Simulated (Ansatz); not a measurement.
# Fe (Fmmm) in Ansatz: further runs

One crystal, Fe, is run at these levels: PBE+D3(BJ), PBE+D4, PBEsol+D3(BJ); tasks: relaxation of cell and atoms.

Everything below comes from runs of Ansatz 0.2.0. Logs are shortened: lines on timing, memory, paths and dates and some standing lists are left out, and cuts for length are marked.

## Step 1: The structure

Symmetry: Fmmm, No. 69, orthorhombic system. The conventional cell has a = 2.997 Å, b = 3.883 Å, c = 3.930 Å, α = 90.00°, β = 90.00°, γ = 90.00°. Fe (site symmetry mmm) has 12 Fe at 2.45 to 2.76 Å as nearest neighbours.

## Step 2: Relaxation of cell and atoms, PBE+D3(BJ), collinear spin, ferromagnetic start

input.yaml reads:

```yaml
crystal:
  lattice:
    - [0.0, 1.9417396906, 1.9651051623]
    - [1.4984397099, 0.0, 1.9651051623]
    - [1.4984397099, 1.9417396906, 0.0]
  atoms:
    - { symbol: Fe, position: [0.0, 0.0, 0.0], spin: 3.0 }
hamiltonian:
  xc: pbe
  pseudopotentials: { kind: paw }
  dispersion: d3bj
magnetization:
  spin_polarized: true
kpoints:
  mp_grid: { grid: [13, 13, 13] }
scf:
  occupations: { method: fermi_dirac, width: 0.05 }
output:
  forces: true
  stress: true
  eigenvalues: true
relax:
  f_tol: 0.01
  max_steps: 40
  cell: { stress_tol: 0.05 }
```

Potentials or basis: Ansatz PAW.

Command:

```
> ansatz run input.yaml --threads 2 --pin off --max-ram 5632MiB --backend cpu --events-out ev --progress --plain --runs-dir out
```

Standard output:

```text
Warning: RAYON_NUM_THREADS=2 ignored (pool sized by the plan → 2); use --threads N
Engine: ansatz 0.2.0, aarch64-unknown-linux-gnu
Pseudopotentials: kind: paw
Pseudopotential: Fe, paw, valence charge 16, recommended cutoff 420 eV (normal), Fe.paw.azcp
Functional definition: PBE
  parameter kappa = 0.804
  parameter beta = 0.06672455060314922
  exchange = pbe_x(kappa = kappa, mu = beta*pi^2/3)
  correlation = pbe_c(beta = beta)
Crystal: 1 atoms, lattice volume = 11.435 Å³
Basis set: ecut = 420 eV, 221 PW (Γ), exchange–correlation on 40×36×36 points (8 copies of the dense FFT grid, shifted against one another)
Bands: 14, of which v1, the nominal top of the filled ones, is band 8 counted from 1 (7 counted from 0)
Symmetry: 8 space group operations
Space group: Fmmm (ITA 69), of the structure as read, at distance tolerance 2.3e-5 Å
Magnetic group: BNS 69.521 (UNI 619), of the structure as read, at distance tolerance 2.3e-5 Å
k-points: 343 of 2197
Non-local potential: Fe, projectors of the file, l = 0: 3, l = 1: 2, l = 2: 3, l = 3: 1
PAW form: soft (Blöchl's): semilocal exchange-correlation on the pseudo side does not see the compensation charge
PAW one-centre angular grid: Fe, 590 points (default); XC on 64 Gauss nodes
Initial density: superposition of atomic densities (chi_scale 0.1, normalization cell)
Starting moments: Σ|m| = 3 μB on 1 of 1 site
Initial wavefunctions: pseudopotential atomic-orbital guess
Functional: x = pbe(κ = 0.804, μ = 0.2195149727645171), c = pbe(β = 0.06672455060314922)
SCF iter   1: F=—  HF=-4480.669719 eV  |F-HF|=—  |Δ(HF+E_count)|=         —  Δρ=7.56e-2 (↑7.56e-2 ↓6.56e-2)  dr2=1.34e0  dr2_m=6.97e-2  M=2.527 μB ∫|m|=2.580 μB  β_m=0.30  ethr=3.10e-3  ⟨swp⟩=4.8  Hψ=46259  notcnv=0
Mixer restart at iter 1: flushing history
preconditioner: auto → none  [metal: Δε(μ)=0.009 eV  Ē_g=14.625 eV  σ=0.050 eV  W_gap=0.05  n_scr=0 (ndim 8)  ℏωp=31.1 eV  f_vac=0.000  D(μ)=1.12/eV (n_scr^D=14)]
SCF iter   2: F=—  HF=-4480.178085 eV  |F-HF|=—  |Δ(HF+E_count)|=   4.92e-1  Δρ=2.73e-2 (↑2.73e-2 ↓1.79e-2)  dr2=2.94e-2  dr2_m=3.86e-2  M=2.591 μB ∫|m|=2.666 μB  β_m=0.29  ethr=3.10e-3  ⟨swp⟩=3.0  Hψ=23013  notcnv=0  defer=741
SCF iter   3: F=—  HF=-4480.471442 eV  |F-HF|=—  |Δ(HF+E_count)|=         —  Δρ=3.97e-2 (↑3.97e-2 ↓3.93e-2)  dr2=3.84e-3  dr2_m=1.61e-1  M=2.264 μB ∫|m|=2.339 μB  β_m=0.29  ethr=1.84e-4  ⟨swp⟩=3.0  Hψ=19030  notcnv=0  defer=738
Mixer restart at iter 3: flushing history
SCF iter   4: F=—  HF=-4480.588030 eV  |F-HF|=—  |Δ(HF+E_count)|=   1.17e-1  Δρ=3.10e-2 (↑2.44e-2 ↓3.10e-2)  dr2=4.27e-3  dr2_m=7.91e-2  M=2.259 μB ∫|m|=2.343 μB  β_m=0.60  ethr=2.40e-5  ⟨swp⟩=2.3  Hψ=16236  notcnv=0  defer=728
SCF iter   5: F=—  HF=-4480.833189 eV  |F-HF|=—  |Δ(HF+E_count)|=   2.45e-1  Δρ=2.65e-2 (↑2.65e-2 ↓7.63e-3)  dr2=3.67e-2  dr2_m=2.39e-2  M=2.153 μB ∫|m|=2.261 μB  β_m=0.50  ethr=2.40e-5  ⟨swp⟩=3.2  Hψ=22169  notcnv=0  defer=727
SCF iter   6: F=—  HF=-4480.823260 eV  |F-HF|=—  |Δ(HF+E_count)|=   9.93e-3  Δρ=3.16e-3 (↑2.70e-3 ↓3.16e-3)  dr2=3.19e-3  dr2_m=5.16e-5  M=2.184 μB ∫|m|=2.299 μB  β_m=0.67  ethr=2.40e-5  ⟨swp⟩=2.0  Hψ=22901  notcnv=0  defer=671
[... 98 lines left out ...]
SCF iter   6: F=-4480.851398 eV  HF=-4480.851398 eV  |F-HF|=9.09e-13  |Δ(HF+E_count)|=  1.82e-12  Δρ=4.59e-8 (↑4.59e-8 ↓1.53e-8)  dr2=9.11e-14  dr2_m=7.23e-14  M=2.083 μB ∫|m|=2.191 μB  ethr=1.00e-12  ⟨swp⟩=3.1  Hψ=31795  notcnv=0
SCF 8 converged in 6 iterations: F = -4480.851398 eV  dr2 = 9.11e-14
relax step   8: F+E_penalty+E_count = -4480.85139785 eV  Δ(F+E_penalty+E_count) = -2.481e-9 eV  max|allowed force component| = 0.000e0 eV/Å  Δτ_max = 0.0000 Å  P = +0.000 GPa  Ω = 11.019 Å³  stress off target by 2.28e-3 GPa  SCF on the basis re-selected at this cell (its energy is not comparable with the rows above)  (6 SCF iters)
basis re-selected at this cell: Δ(F+E_penalty+E_count) = -2.481e-9 eV, ΔP = +0.001 GPa vs the last step (what re-selecting the basis moved, of the pressure what is left beyond the Pulay correction that the steps carried, after the strain that the cell walked since its last selection, with what the two solves' SCF thresholds leave and, on support functions, any second-order correction that the steps lacked; it is no measure of the basis error at this ecutwfc). This SCF's stress stands 2.28e-3 GPa from its target on what of the cell is left free (relax.cell.stress_tol is 5.00e-2 GPa) and its largest allowed force component is 0.00e0 eV/Å (relax.f_tol is 1.00e-2 eV/Å): within both
SCF converged after 6 iterations
Magnetization: 2.0826 μB (9.0413 up, 6.9587 down)
Absolute magnetization: 2.1910 μB (∫|ρ↑−ρ↓|, with the PAW one-centre terms)
Spin contamination: 0.0329 ħ² per cell (⟨S²⟩ above its minimum at these occupations)
Per-site moments (μB) at R_I (Å): [(2.1248586863325802, 1.001569597558572)]
Free energy (F): -4480.851398 eV
Harris-Foulkes:  -4480.851398 eV  (|F-HF|=9.09e-13)
Internal energy: -4480.842971 eV  (E = F + TS)
E sigma→0 (E₀):  -4480.847184 eV
Entropy (-TS):   -0.008427 eV (-8.427 meV/atom)
Fermi energy:    19.290748 eV
--- Per-component energies (eV) ---
  E_band       = -201.393278
  E_kinetic    = 351.567541
  E_local      = -2026.168641  (includes V_loc(G=0)·N_el)
  E_nonlocal   = 217.823549
  E_hartree    = 853.046572
  E_xc         = -118.309905
  E_vxc        = -152.377549  (∫ρ·V_xc dr)
  E_paw        = -1365.978829  (= ΣΔE_a)
  E_vpaw       = -298.332208  (= ΣTr[D̂ρ^β])
  E_aug_tail   = 0.000903  (compensation charges beyond the density's cutoff)
  E_ewald      = -2392.455092
  E_disp       = -0.369070  (pairwise vdW)
  E_smearing   = -0.008427  (= −TS)
  E_closure    = 0.000000  (closes the sum)
  Σ components = -4480.851398   (vs F -4480.851398, Δ=0.00e0)
--- Forces (eV/Å), atoms counted from 1 ---
  atom   1  Fe    -0.00000000     0.00000000     0.00000000
  max |Σ_I F_I| component: 1.48e-31 eV/Å
--- Stress (GPa, compression-positive) ---
       -0.002082       0.000000      -0.000000
        0.000000       0.002280      -0.000000
       -0.000000      -0.000000      -0.000008
  P = ⅓ Tr σ = 0.0001 GPa (0.001 kbar)
--- Band table (eV; the first three rows and the last of 686) ---
  k-point 0 ↑: bands = ["-68.8433", "-34.6102", "-34.6102", "-34.6102", "10.5347", "16.9157", "16.9157", "16.9158", "18.1717", "18.1719", "43.8673", "43.8677", "43.8680", "49.5564"]
  k-point 1 ↑: bands = ["-68.8381", "-34.6371", "-34.6190", "-34.6102", "10.7863", "16.8449", "16.9080", "17.0540", "18.1030", "18.1777", "42.5421", "43.5672", "43.7827", "48.7652"]
  k-point 2 ↑: bands = ["-68.8238", "-34.7113", "-34.6435", "-34.6102", "11.5083", "16.6519", "16.8467", "17.4494", "17.9883", "18.1974", "39.6296", "42.4433", "43.5877", "46.8879"]
  k-point 342 ↓: bands = ["-66.2242", "-32.6251", "-32.3028", "-32.1392", "15.4775", "17.3682", "19.3045", "20.7007", "21.2881", "22.3506", "28.1938", "36.7992", "39.4774", "44.3307"]
--- Relaxed structure (6 steps of the walk, 6 accepted, 2 SCFs on fresh bases) ---
  F+E_penalty+E_count = -4480.85139785 eV   max|allowed force component| = 0.000e0 eV/Å   (the final SCF, on the basis selected at the relaxed cell)
  cell:  # Å, volume = 11.0193 Å³
    - [2.783160955213229e-34, 1.9824724830785938, 1.9824908623810078]
    - [1.4018621761529528, 7.076363008870048e-34, 1.9824908623810078]
    - [1.4018621761529528, 1.9824724830785938, 3.0799160694134342e-33]
  atoms:
    - { symbol: Fe, position: [0.0, 0.0, 0.0] }
```

Run time: 40 s. Hardware: 2 threads of Arm Neoverse V2, shared host; peak memory 0.39 GiB.

Results:

| Property | Result |
| --- | --- |
| Free energy | -4480.8514 eV |
| Relaxed volume | 11.02 Å³/atom |
| Relaxed cell | a = 2.804 Å, b = 2.428 Å, c = 2.428 Å, α = 70.53°, β = 54.74°, γ = 54.74° |
| Space group after relaxing (to 0.05 Å) | Im-3m (No. 229) |
| Energy gained by relaxing | 28.2 meV/atom |
| Ionic steps | 8 |
| Pressure after relaxing | 0.0 GPa |
| Band gap on the k mesh | none (metal or under the smearing width) |
| Net moment | 2.08 μB per cell |
| Absolute moment | 2.19 μB per cell |
| Site moments | Fe +2.12 μB |

Step by step:
| step | energy change (eV) | largest force (eV/Å) | volume (Å³) |
| --- | --- | --- | --- |
| 1 | 0.0000 | 0.0000 | 11.44 |
| 2 | -0.0185 | 0.0000 | 11.22 |
| 3 | -0.0274 | 0.0000 | 10.93 |
| 4 | -0.0285 | 0.0000 | 11.03 |
| 5 | -0.0285 | 0.0000 | 11.02 |
| 6 | -0.0282 | 0.0000 | 11.02 |
| 7 | -0.0282 | 0.0000 | 11.02 |
| 8 | -0.0282 | 0.0000 | 11.02 |

Final structure:
```
Fe
1.0
     0.00000    1.98247    1.98249
     1.40186    0.00000    1.98249
     1.40186    1.98247    0.00000
Fe
1
Direct
  0.00000 0.00000 0.00000
```

Levels at points of the mesh, in eV from the Fermi level:
Spin up:
| k point | band 5 | band 6 | band 7 | band 8 | band 9 | band 10 | band 11 | band 12 | band 13 | band 14 |
| --- | --- | --- | --- | --- | --- | --- | --- | --- | --- | --- |
| (0.00, 0.00, 0.00) | -8.76 | -2.38 | -2.38 | -2.37 | -1.12 | -1.12 | 24.58 | 24.58 | 24.58 | 30.27 |
Spin down:
```csv
k point,band 3,band 4,band 5,band 6,band 7,band 8,band 9,band 10,band 11,band 12
"(0.00, 0.00, 0.00)",-51.42,-51.42,-8.61,-0.60,-0.59,-0.59,1.59,1.59,24.38,24.38
```

Caveat: the plane-wave basis is chosen anew once the cell has moved, so the energies of steps on either side of that aren't comparable; pairwise dispersion overbinds metals, which lowers pressure and volume.

## Step 3: Relaxation of cell and atoms, PBE+D4, collinear spin, ferromagnetic start

Edit input.yaml of step 2 so:

```diff
@@ -10,3 +10,3 @@
   pseudopotentials: { kind: paw }
-  dispersion: d3bj
+  dispersion: d4
 magnetization:
@@ -21,2 +21,6 @@
   eigenvalues: true
+  write_density: true
+  write_potential: true
+  elf: true
+  volumetric_format: npy
 relax:
```

Potentials or basis: Ansatz PAW.

Command:

```
> ansatz run input.yaml --threads 2 --pin off --max-ram 5632MiB --backend cpu --events-out ev --progress --plain --runs-dir out
```

Run time: 42 s. Hardware: 2 threads of Arm Neoverse V2, shared host; peak memory 0.39 GiB.

Results (log left out):

```
Free energy                            : -4480.8459 eV
Relaxed volume                         : 11.05 Å³/atom
Relaxed cell                           : a = 2.806 Å, b = 2.430 Å, c = 2.430 Å, α = 70.53°, β = 54.74°, γ = 54.74°
Space group after relaxing (to 0.05 Å) : Im-3m (No. 229)
Energy gained by relaxing              : 27.0 meV/atom
Ionic steps                            : 8
Pressure after relaxing                : 0.0 GPa
Band gap on the k mesh                 : none (metal or under the smearing width)
Net moment                             : 2.09 μB per cell
Absolute moment                        : 2.19 μB per cell
Site moments                           : Fe +2.13 μB
```

Step by step:
```tsv
step	energy change (eV)	largest force (eV/Å)	volume (Å³)
1	0.0000	0.0000	11.44
2	-0.0175	0.0000	11.23
3	-0.0259	0.0000	10.96
4	-0.0272	0.0000	11.06
5	-0.0272	0.0000	11.04
6	-0.0270	0.0000	11.04
7	-0.0270	0.0000	11.05
8	-0.0270	0.0000	11.05
```

Final structure:
```yaml
crystal:
  lattice:
    - [0.00000, 1.98411, 1.98413]
    - [1.40303, 0.00000, 1.98413]
    - [1.40303, 1.98411, 0.00000]
  atoms:
    - { symbol: Fe, position: [0.00000, 0.00000, 0.00000] }
```

Levels at points of the mesh, in eV from the Fermi level:
Spin up:
```
           k point  band 7  band 8  band 9  band 10  band 11  band 12
(0.00, 0.00, 0.00)   -2.37   -2.37   -1.12    -1.12    24.56    24.56
```
Spin down:
```
           k point  band 3  band 4  band 5  band 6  band 7  band 8  band 9  band 10  band 11  band 12
(0.00, 0.00, 0.00)  -51.41  -51.41   -8.59   -0.58   -0.58   -0.58    1.60     1.60    24.36    24.36
```

Caveat: the plane-wave basis is chosen anew once the cell has moved, so the energies of steps on either side of that aren't comparable; pairwise dispersion overbinds metals, which lowers pressure and volume.

## Step 4: Relaxation of cell and atoms, PBEsol+D3(BJ), collinear spin, ferromagnetic start

Edit input.yaml of step 3 so:

```diff
@@ -8,5 +8,5 @@
 hamiltonian:
-  xc: pbe
+  xc: pbesol
   pseudopotentials: { kind: paw }
-  dispersion: d4
+  dispersion: d3bj
 magnetization:
@@ -21,6 +21,2 @@
   eigenvalues: true
-  write_density: true
-  write_potential: true
-  elf: true
-  volumetric_format: npy
 relax:
```

Potentials or basis: Ansatz PAW.

Command:

```
> ansatz run input.yaml --threads 2 --pin off --max-ram 5632MiB --backend cpu --events-out ev --progress --plain --runs-dir out
```

Standard output:

```text
Warning: RAYON_NUM_THREADS=2 ignored (pool sized by the plan → 2); use --threads N
[... 3 set-up lines as earlier in the session ...]
Functional definition: PBEsol
  exchange = pbesol_x
  correlation = pbesol_c
Crystal: 1 atoms, lattice volume = 11.435 Å³
Basis set: ecut = 420 eV, 221 PW (Γ), exchange–correlation on 40×36×36 points (8 copies of the dense FFT grid, shifted against one another)
Bands: 14, of which v1, the nominal top of the filled ones, is band 8 counted from 1 (7 counted from 0)
[... 2 set-up lines as earlier in the session ...]
Magnetic group: BNS 69.521 (UNI 619), of the structure as read, at distance tolerance 2.3e-5 Å
k-points: 343 of 2197
[... 122 lines left out ...]
  E_closure    = 0.000000  (closes the sum)
  Σ components = -4449.205057   (vs F -4449.205057, Δ=0.00e0)
--- Forces (eV/Å), atoms counted from 1 ---
  atom   1  Fe     0.00000000     0.00000000     0.00000000
  max |Σ_I F_I| component: 1.54e-31 eV/Å
--- Stress (GPa, compression-positive) ---
       -0.000495       0.000000      -0.000000
        0.000000       0.037044       0.000000
       -0.000000       0.000000       0.013176
  P = ⅓ Tr σ = 0.0166 GPa (0.166 kbar)
--- Band table (eV; the first three rows and the last of 686) ---
  k-point 0 ↑: bands = ["-67.7044", "-33.5554", "-33.5554", "-33.5553", "11.0841", "17.6943", "17.6951", "17.6960", "19.1167", "19.1180", "45.0264", "45.0303", "45.0326", "51.0792"]
  k-point 1 ↑: bands = ["-67.6981", "-33.5872", "-33.5657", "-33.5554", "11.3448", "17.6186", "17.6859", "17.8435", "19.0413", "19.1239", "43.7587", "44.7504", "44.9799", "50.3320"]
  k-point 2 ↑: bands = ["-67.6805", "-33.6747", "-33.5941", "-33.5555", "12.0909", "17.4099", "17.6210", "18.2671", "18.9116", "19.1453", "40.9193", "43.6742", "44.8596", "48.6536"]
  k-point 342 ↓: bands = ["-65.1768", "-31.7619", "-31.3842", "-31.1959", "16.0818", "18.0387", "20.1700", "21.4927", "22.1061", "23.3357", "29.4746", "38.1005", "40.9666", "45.9261"]
--- Relaxed structure (5 steps of the walk, 5 accepted, 1 SCFs on fresh bases) ---
  F+E_penalty+E_count = -4449.20505694 eV   max|allowed force component| = 0.000e0 eV/Å   (the final SCF, on the basis selected at the relaxed cell)
  cell:  # Å, volume = 10.5487 Å³
    - [-8.299516767575978e-35, 1.9536499126131839, 1.9538066799168987]
    - [1.3817855762384104, 2.3717749131058173e-33, 1.9538066799168987]
    - [1.3817855762384104, 1.9536499126131839, 3.0473332256189273e-33]
  atoms:
    - { symbol: Fe, position: [0.0, 0.0, 0.0] }
```

Wall time 31 s (2 threads of Arm Neoverse V2, shared host); peak memory 0.39 GiB.

Results:

```yaml
Free_energy: -4449.2051 eV
Relaxed_volume: 10.55 Å³/atom
Relaxed_cell: a = 2.763 Å, b = 2.393 Å, c = 2.393 Å, α = 70.52°, β = 54.74°, γ = 54.74°
Space_group_after_relaxing_to_0.05_Å: Im-3m (No. 229)
Energy_gained_by_relaxing: 65.7 meV/atom
Ionic_steps: 6
Pressure_after_relaxing: 0.0 GPa
Band_gap_on_the_k_mesh: none (metal or under the smearing width)
Net_moment: 2.02 μB per cell
Absolute_moment: 2.10 μB per cell
Site_moments: Fe +2.05 μB
```

The path:
```csv
step,energy change (eV),largest force (eV/Å),volume (Å³)
1,0.0000,0.0000,11.44
2,-0.0492,0.0000,10.92
3,-0.0651,0.0000,10.43
4,-0.0662,0.0000,10.56
5,-0.0662,0.0000,10.55
6,-0.0657,0.0000,10.55
```

Final structure:
```yaml
crystal:
  lattice:
    - [0.00000, 1.95365, 1.95381]
    - [1.38179, 0.00000, 1.95381]
    - [1.38179, 1.95365, 0.00000]
  atoms:
    - { symbol: Fe, position: [0.00000, 0.00000, 0.00000] }
```

Caveat: the plane-wave basis is chosen anew once the cell has moved, so the energies of steps on either side of that aren't comparable; pairwise dispersion overbinds metals, which lowers pressure and volume; the PAW data sets come from PBE, with cores solved anew for the run's functional, which leaves a small shift of forces and pressure.

## Step 5: Summary

```csv
level,gap on the mesh (eV),pressure (GPa),moment (μB),relaxed volume (Å³/atom)
PBE+D3(BJ),none,0.0,2.08,11.02
PBE+D4,none,0.0,2.09,11.05
PBEsol+D3(BJ),none,0.0,2.02,10.55
```

Alike in all rows: task relaxation of cell and atoms; potentials or basis Ansatz PAW; spin collinear, ferromagnetic start; cell relaxed; k mesh 13 × 13 × 13; cutoff (eV) 420; smearing fermi-dirac 0.05 eV.

Caveats: the plane-wave basis is chosen anew once the cell has moved, so the energies of steps on either side of that aren't comparable; pairwise dispersion overbinds metals, which lowers pressure and volume; the PAW data sets come from PBE, with cores solved anew for the run's functional, which leaves a small shift of forces and pressure (some runs).

Total energies depend on the potentials used, so only differences within one code and one set of settings carry meaning.
